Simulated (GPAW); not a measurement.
# InSe: changing the functional

Space group P-6m2 (No. 187). a = 4.047 Å, b = 4.047 Å, c = 18.052 Å, α = 90.00°, β = 90.00°, γ = 120.00°
```csv
atom,site,symmetry,x,y,z
In,2h,3m.,0.3333,0.6667,0.0774
In,2g,3m.,0.0000,0.0000,0.4226
Se,2h,3m.,0.3333,0.6667,0.3530
Se,2i,3m.,0.6667,0.3333,0.1470
```

Measurements of this composition are mostly on another form, of space group No. 160.

Kept alike: task band structure; k mesh 5 × 5 × 1; occupations fermi-dirac, width 0.05 eV; no spin polarisation. Program: GPAW, potentials by row: the program's PAW data sets (release 1.2.1) made for this functional (LDA); PAW data sets generated for this functional (PBEsol); GPAW PAW data sets (gpaw-data 1.2.1) (r2SCAN on files made for PBE), cutoff 600 eV. The mesh is that of the run's cell of 8 atoms. No spin-orbit coupling.

```csv
functional,band gap (eV),pressure (GPa)
LDA,0.490,-2.43
PBEsol,0.632,-0.94
r2SCAN,1.124,-0.25
```

Pressure is positive in compression; the values hold the error of the finite cutoff, so their zero can differ a little from the energy's minimum. Spin-orbit coupling, left out here, moves the band edges of heavy atoms and can close or invert small gaps. Gaps are the smaller of the mesh's and the band path's.

The band gap runs from 0.490 (LDA) to 1.124 eV (r2SCAN). The pressure runs from -2.43 (LDA) to -0.25 GPa (r2SCAN).
